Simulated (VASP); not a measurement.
# BaS (Fm-3m) in VASP: further runs

Aim: see how the results for BaS move with the level of theory and the settings. Levels: HSE06, HSE03, PBE0. Tasks: band structure.

All numbers are computed with VASP 6.6.1; they aren't measurements. Logs are shortened: lines on timing, memory, paths and dates and some standing lists are left out, and cuts for length are marked.

**What was measured.**

From a printed reference work, monograph, original work of 1988, for a bulk crystal of BaS at 2 K: band gap 3.806 eV (indirect).

How close the calculation comes is told below.

## Step 1: Starting point

The structure is cubic, space group Fm-3m (No. 225). The conventional cell has a = 6.388 Å, b = 6.388 Å, c = 6.388 Å, α = 90.00°, β = 90.00°, γ = 90.00°. Ba (site symmetry m-3m) is surrounded by 6 S at 3.19 Å. Around S (site symmetry m-3m) lie 6 Ba at 3.19 Å.

## Step 2: Band structure, HSE06

POSCAR reads:

```
BaS
1.0
    0.0000000000      3.1937500000      3.1937500000
    3.1937500000      0.0000000000      3.1937500000
    3.1937500000      3.1937500000      0.0000000000
Ba S
1 1
Direct
    0.0000000000      0.0000000000      0.0000000000
    0.5000000000      0.5000000000      0.5000000000
```

INCAR.step1 reads:

```
SYSTEM = BaS
PREC = Accurate
ENCUT = 520
EDIFF = 1E-5
ISMEAR = 0
SIGMA = 0.02
LREAL = .False.
LASPH = .True.
NELM = 60
ALGO = Normal
ISIF = 2
LWAVE = .True.
LCHARG = .False.
GGA = PE
KPAR = 4
```

INCAR.step2 reads:

```
SYSTEM = BaS
PREC = Accurate
ENCUT = 520
EDIFF = 1E-6
ISMEAR = 0
SIGMA = 0.02
LREAL = .False.
LASPH = .True.
NELM = 60
ALGO = Normal
ISIF = 2
LWAVE = .False.
LCHARG = .False.
GGA = PE
LHFCALC = .True.
HFSCREEN = 0.2
PRECFOCK = Fast
ISTART = 1
KPAR = 4
```

KPOINTS reads:

```
Automatic mesh
0
Gamma
  6 6 6
  0 0 0
```

KPOINTS_OPT reads:

```
path GXWKGLUWLK,UX
8
line-mode
reciprocal
 0.0000000000  0.0000000000  0.0000000000  G
 0.5000000000  0.0000000000  0.5000000000  X

 0.5000000000  0.0000000000  0.5000000000  X
 0.5000000000  0.2500000000  0.7500000000  W

 0.5000000000  0.2500000000  0.7500000000  W
 0.3750000000  0.3750000000  0.7500000000  K

 0.3750000000  0.3750000000  0.7500000000  K
 0.0000000000  0.0000000000  0.0000000000  G

 0.0000000000  0.0000000000  0.0000000000  G
 0.5000000000  0.5000000000  0.5000000000  L

 0.5000000000  0.5000000000  0.5000000000  L
 0.6250000000  0.2500000000  0.6250000000  U

 0.6250000000  0.2500000000  0.6250000000  U
 0.5000000000  0.2500000000  0.7500000000  W

 0.5000000000  0.2500000000  0.7500000000  W
 0.5000000000  0.5000000000  0.5000000000  L

 0.5000000000  0.5000000000  0.5000000000  L
 0.3750000000  0.3750000000  0.7500000000  K

 0.6250000000  0.2500000000  0.6250000000  U
 0.5000000000  0.0000000000  0.5000000000  X
```

Potentials or basis: VASP PAW PBE potentials, release 64 (Ba_sv, S).

Run with:

```sh
> cat potpaw_PBE.64/Ba_sv/POTCAR potpaw_PBE.64/S/POTCAR > POTCAR
> cp INCAR.step1 INCAR
> mpirun -np 4 vasp_std > vasp.out
> cp INCAR.step2 INCAR
> mpirun -np 4 vasp_std > vasp.out
```

OUTCAR:

```text
SYSTEM = BaS
   PREC = Accurate
   ENCUT = 520
   EDIFF = 1E-6
   ISMEAR = 0
   LREAL = .False.
   LASPH = .True.
   NELM = 60
   ISIF = 2
   GGA = PE
   LHFCALC = .True.
   HFSCREEN = 0.2
   PRECFOCK = Fast
   ISTART = 1

 ion  position               nearest neighbor table
   1  0.000  0.000  0.000-   2 3.19   2 3.19   2 3.19   2 3.19   2 3.19   2 3.19
   2  0.500  0.500  0.500-   1 3.19   1 3.19   1 3.19   1 3.19   1 3.19   1 3.19

  LATTYP: Found a face centered cubic cell.
 ALAT       =     6.3875000000

  Lattice vectors:

 A1 = (   0.0000000000,   3.1937500000,   3.1937500000)
 A2 = (   3.1937500000,   0.0000000000,   3.1937500000)
 A3 = (   3.1937500000,   3.1937500000,   0.0000000000)

Analysis of symmetry for initial positions (statically):
=====================================================================
 Subroutine PRICEL returns:
 Original cell was already a primitive cell.

 Routine SETGRP: Setting up the symmetry group for a
 face centered cubic supercell.

 Subroutine GETGRP returns: Found 48 space group operations
 (whereof 48 operations were pure point group operations)
 out of a pool of 48 trial point group operations.

The static configuration has the point symmetry O_h .

Analysis of symmetry for dynamics (positions and initial velocities):
=====================================================================
 Subroutine PRICEL returns:
 Original cell was already a primitive cell.

 Routine SETGRP: Setting up the symmetry group for a
 face centered cubic supercell.

 Subroutine GETGRP returns: Found 48 space group operations
 (whereof 48 operations were pure point group operations)
 out of a pool of 48 trial point group operations.

The dynamic configuration has the point symmetry O_h .

 Subroutine INISYM returns: Found 48 space group operations
 (whereof 48 operations are pure point group operations),
 and found     1 'primitive' translations

----------------------------------------------------------------------------------------

                                     Primitive cell

  volume of cell :      65.1527

  direct lattice vectors                    reciprocal lattice vectors
     0.000000000  3.193750000  3.193750000    -0.156555773  0.156555773  0.156555773
     3.193750000  0.000000000  3.193750000     0.156555773 -0.156555773  0.156555773
     3.193750000  3.193750000  0.000000000     0.156555773  0.156555773 -0.156555773

  length of vectors
     4.516644565  4.516644565  4.516644565     0.271162553  0.271162553  0.271162553

  position of ions in fractional coordinates (direct lattice)
     0.000000000  0.000000000  0.000000000
     0.500000000  0.500000000  0.500000000

  ion indices of the primitive-cell ions
   primitive index   ion index
                 1           1
                 2           2

----------------------------------------------------------------------------------------

 KPOINTS: Automatic mesh

Automatic generation of k-mesh.
 Grid dimensions read from file:
 generate k-points for:    6    6    6

 Generating k-lattice:

  Cartesian coordinates                     Fractional coordinates (reciprocal lattice)
    -0.026092629  0.026092629  0.026092629     0.166666667  0.000000000  0.000000000
     0.026092629 -0.026092629  0.026092629     0.000000000  0.166666667  0.000000000
     0.026092629  0.026092629 -0.026092629     0.000000000  0.000000000  0.166666667

  Length of vectors
     0.045193759  0.045193759  0.045193759

  Shift w.r.t. Gamma in fractional coordinates (k-lattice)
     0.000000000  0.000000000  0.000000000

 Subroutine IBZKPT returns following result:
 ===========================================

 Found     16 irreducible k-points:

 Following reciprocal coordinates:
            Coordinates               Weight
  0.000000  0.000000  0.000000      1.000000
  0.166667  0.000000  0.000000      8.000000
  0.333333  0.000000  0.000000      8.000000
  0.500000  0.000000  0.000000      4.000000
  0.166667  0.166667  0.000000      6.000000
  0.333333  0.166667  0.000000     24.000000
[... 8 lines left out ...]
 -0.333333  0.333333  0.166667     24.000000
 -0.333333  0.500000  0.166667     12.000000
   k-points           NKPTS =     16   k-points in BZ     NKDIM =    216   number of bands    NBANDS=     12
   number of dos      NEDOS =    301   number of ions     NIONS =      2
   total plane-waves  NPLWV =  46656
   dimension x,y,z NGX =    36 NGY =   36 NGZ =   36
   dimension x,y,z NGXF=    72 NGYF=   72 NGZF=   72
   ions per type =               1   1
   NGX,Y,Z   is equivalent  to a cutoff of  13.25, 13.25, 13.25 a.u.
   NGXF,Y,Z  is equivalent  to a cutoff of  26.50, 26.50, 26.50 a.u.
 SYSTEM =  BaS
   PREC   = accura    normal or accurate (medium, high low for compatibility)
   ISTART =      1    job   : 0-new  1-cont  2-samecut
   ICHARG =      0    charge: 1-file 2-atom 10-const
   ISPIN  =      1    spin polarized calculation?
   LNONCOLLINEAR =      F non collinear calculations
   LSORBIT =      F    spin-orbit coupling
   LASPH  =      T    aspherical Exc in radial PAW
   ENCUT  =  520.0 eV  38.22 Ry    6.18 a.u.   8.40  8.40  8.40*2*pi/ulx,y,z
   NELM   =     60;   NELMIN=  2; NELMDL=  0     # of ELM steps
   EDIFF  = 0.1E-05   stopping-criterion for ELM
   LREAL  =      F    real-space projection
   EDIFFG = 0.1E-04   stopping-criterion for IOM
   NSW    =      0    number of steps for IOM
   IBRION =     -1    ionic relax: 0-MD 1-quasi-New 2-CG
   NFREE  =      0    steps in history (QN), initial steepest desc. (CG)
   ISIF   =      2    stress and relaxation
   ISYM   =      3    0-nonsym 1-usesym 2-fastsym
   POTIM  = 0.5000    time-step for ionic-motion
   TEBEG  =    0.0;   TEEND  =   0.0 temperature during run
   PSTRESS=    0.0 pullay stress
   NELECT =      16.0000    total number of electrons
   NUPDOWN=      -1.0000    fix difference up-down
   EMIN   =  10.00;   EMAX   =-10.00  energy-range for DOS
   EFERMI =   0.00;   METHOD = LEGACY
   ISMEAR =     0;   SIGMA  =   0.02  broadening in eV -4-tet -1-fermi 0-gaus
   EFERMI_NEDOS =   21; number of points for ismear=-14 and -15
   IALGO  =     38    algorithm
   IMIX   =      1    mixing-type and parameters
     AMIX     =   0.40;   BMIX     =  1.00
     AMIX_MAG =   1.60;   BMIX_MAG =  1.00
  volume/ion in A,a.u.               =      32.58       219.84
  Fermi-wavevector in a.u.,A,eV,Ry     =   1.025189  1.937326 14.299891  1.051012
  Thomas-Fermi vector in A             =   2.159016
   LORBIT       =      0    0 simple, 1 ext, 2 COOP (PROOUT), +10 PAW based schemes
   GGA     = PE    functional components
   LHFCALC =     T    Hartree Fock is set to
   PRECFOCK=fast      Normal, Fast or Accurate (Low or Medium for compatibility)
   ENCUT4O =  -1.0   cutoff for four orbital integrals eV
   NKREDX  =     1    reduce k-point grid by
   NKREDY  =     1    reduce k-point grid by
   NKREDZ  =     1    reduce k-point grid by
   AEXX    =    0.2500 exact exchange contribution
   HFSCREEN=    0.2000 screening length (either q_TF or 0.3 A-1)
   HFSCREENC=   0.2000 screening length for correlation (either q_TF or 0.3 A-1)
   ENCUTFOCK=  -1.0 apply spherical cutoff to Coloumb kernel
   IVDW    =     0    specifies the selected vdW correction
   LEPSILON=     F    determine dielectric tensor
   LRPA    =     F    only Hartree local field effects (RPA)
 non-spin polarized calculation
 Gauss-broadening in eV      SIGMA  =   0.02
  energy-cutoff  :      520.00
  volume of cell :       65.15
 maximum number of plane-waves:      1807
 NGX is ok and might be reduce to    36
  NGX = 20; NGY = 20; NGZ = 20

 number of electron      16.0000001 magnetization

 Free energy of the ion-electron system (eV)
  ---------------------------------------------------
  ext. energy  EPLUGINS =         0.00000000
  ---------------------------------------------------
  free energy    TOTEN  =       -11.56444919 eV

  energy without entropy =      -11.56444919  energy(sigma->0) =      -11.56444919

 E-fermi :   0.8791     XC(G=0):  -7.1918

 val. band max:        0.7830476565   @ k =   0.0000   0.0000   0.0000
 cond. band min:       3.8224310827   @ k =   0.5000   0.5000   0.0000
 fundamental gap:      3.0393834262
 Fermi energy:         0.8790548910

 k-point     1 :       0.0000    0.0000    0.0000
  band No.  band energies     occupation
      1     -27.0311      2.00000
      2     -11.0275      2.00000
      3     -11.0275      2.00000
      4     -11.0275      2.00000
      5     -10.6584      2.00000
      6       0.7830      2.00000
      7       0.7830      2.00000
      8       0.7830      2.00000
      9       5.3863      0.00000
     10       5.7223      0.00000
     11       5.7223      0.00000
     12       5.7223      0.00000

 k-point     2 :       0.1667    0.0000    0.0000
  band No.  band energies     occupation
      1     -27.0185      2.00000
      2     -11.6645      2.00000
      3     -11.0357      2.00000
      4     -11.0357      2.00000
      5      -9.9894      2.00000
      6       0.1119      2.00000
      7       0.4281      2.00000
      8       0.4281      2.00000
      9       5.7391      0.00000
     10       6.1565      0.00000
     11       6.1565      0.00000
     12       6.3933      0.00000

 k-point     3 :       0.3333    0.0000    0.0000
  band No.  band energies     occupation
      1     -26.9931      2.00000
      2     -12.2295      2.00000
      3     -11.0519      2.00000
      4     -11.0519      2.00000
      5      -9.3543      2.00000
      6      -0.8802      2.00000
      7      -0.1369      2.00000
      8      -0.1369      2.00000
      9       6.2948      0.00000
     10       7.3208      0.00000
     11       7.3208      0.00000
     12       7.9194      0.00000
[... 166 lines left out ...]
 k-point    15 :      -0.3333    0.3333    0.1667
  band No.  band energies     occupation
      1     -26.9689      2.00000
      2     -12.0238      2.00000
      3     -11.3201      2.00000
      4     -11.2175      2.00000
      5      -9.6351      2.00000
      6      -0.5951      2.00000
      7       0.0296      2.00000
      8       0.0981      2.00000
      9       6.3072      0.00000
     10       6.4288      0.00000
     11       8.6533      0.00000
     12       9.0789      0.00000

 k-point    16 :      -0.3333    0.5000    0.1667
  band No.  band energies     occupation
      1     -26.9653      2.00000
      2     -11.6621      2.00000
      3     -11.4819      2.00000
      4     -11.3202      2.00000
      5      -9.9567      2.00000
      6      -0.1823      2.00000
      7       0.1954      2.00000
      8       0.3747      2.00000
      9       4.9695      0.00000
     10       7.4687      0.00000
     11       8.1855      0.00000
     12       8.9890      0.00000

------------------------ aborting loop because EDIFF is reached ----------------------------------------

  FORCE on cell =-STRESS in cart. coord.  units (eV):
  Direction    XX          YY          ZZ          XY          YZ          ZX
  --------------------------------------------------------------------------------------
  -------------------------------------------------------------------------------------
  Total        0.3982704      0.3982704      0.3982704      0.0000000      0.0000000      0.0000000
  in kB        9.7939034      9.7939034      9.7939034      0.0000000      0.0000000      0.0000000
  external PRESSURE =       9.7939034 kB  Pullay stress =       0.0000000 kB

 VOLUME and BASIS-vectors are now :
 -----------------------------------------------------------------------------
  energy-cutoff  :      520.00
  volume of cell :       65.15
      direct lattice vectors                 reciprocal lattice vectors
     0.000000000  3.193750000  3.193750000    -0.156555773  0.156555773  0.156555773
     3.193750000  0.000000000  3.193750000     0.156555773 -0.156555773  0.156555773
     3.193750000  3.193750000  0.000000000     0.156555773  0.156555773 -0.156555773

 POSITION                                       TOTAL-FORCE (eV/Angst)
 -----------------------------------------------------------------------------------
      0.00000      0.00000      0.00000         0.000000      0.000000     -0.000000
      3.19375      3.19375      3.19375        -0.000000     -0.000000      0.000000
 -----------------------------------------------------------------------------------
    total drift:                                0.000000      0.000000      0.000000

  FREE ENERGIE OF THE ION-ELECTRON SYSTEM (eV)
  ---------------------------------------------------
  free  energy   TOTEN  =       -11.5644491882 eV

  energy  without entropy=      -11.5644491882  energy(sigma->0) =      -11.56444919
```

Run time: 12 min. Hardware: 4 MPI ranks of Intel Xeon 6975P-C (Granite Rapids), shared host; peak memory 0.39 GiB.

Results:

```
Free energy             : -11.5644 eV
Pressure                : 1.0 GPa
Band gap on the k mesh  : 3.04 eV, indirect (least direct gap 3.20 eV)
Band gap along the path : 3.04 eV, indirect (least direct gap 3.20 eV)
```

Levels at the corners of the path, in eV from the valence-band top:
| point | band 6 | band 7 | band 8 | band 9 | band 10 | band 11 |
| --- | --- | --- | --- | --- | --- | --- |
| Γ | 0.00 | 0.00 | 0.00 | 4.60 | 4.94 | 4.94 |
| X | -0.59 | -0.16 | -0.16 | 3.04 | 7.12 | 7.22 |
| X | -0.59 | -0.16 | -0.16 | 3.04 | 7.12 | 7.22 |
| W | -1.20 | -0.53 | -0.53 | 5.35 | 5.35 | 7.54 |
| W | -1.20 | -0.53 | -0.53 | 5.35 | 5.35 | 7.53 |
| K | -1.01 | -0.65 | -0.60 | 4.29 | 7.14 | 7.85 |
| K | -1.01 | -0.65 | -0.60 | 4.29 | 7.14 | 7.85 |
| Γ | 0.00 | 0.00 | 0.00 | 4.60 | 4.94 | 4.94 |
| Γ | 0.00 | 0.00 | 0.00 | 4.60 | 4.94 | 4.94 |
| L | -2.07 | -1.16 | -1.16 | 6.67 | 6.73 | 7.58 |
| L | -2.07 | -1.16 | -1.16 | 6.67 | 6.73 | 7.58 |
| U | -1.01 | -0.65 | -0.60 | 4.29 | 7.14 | 7.85 |
| U | -1.01 | -0.65 | -0.60 | 4.29 | 7.14 | 7.85 |
| W | -1.20 | -0.53 | -0.53 | 5.35 | 5.35 | 7.54 |
| W | -1.20 | -0.53 | -0.53 | 5.35 | 5.35 | 7.54 |
| L | -2.07 | -1.16 | -1.16 | 6.67 | 6.73 | 7.58 |
| L | -2.07 | -1.16 | -1.16 | 6.67 | 6.73 | 7.58 |
| K | -1.01 | -0.65 | -0.60 | 4.29 | 7.14 | 7.85 |
| U | -1.01 | -0.65 | -0.60 | 4.29 | 7.14 | 7.85 |
| X | -0.59 | -0.16 | -0.16 | 3.04 | 7.12 | 7.22 |

Caveat: the PAW data sets were made with another functional, which shifts forces and pressure a little; spin-orbit coupling is left out, which moves the levels of the heavy elements.

[end of part 1 of 2]
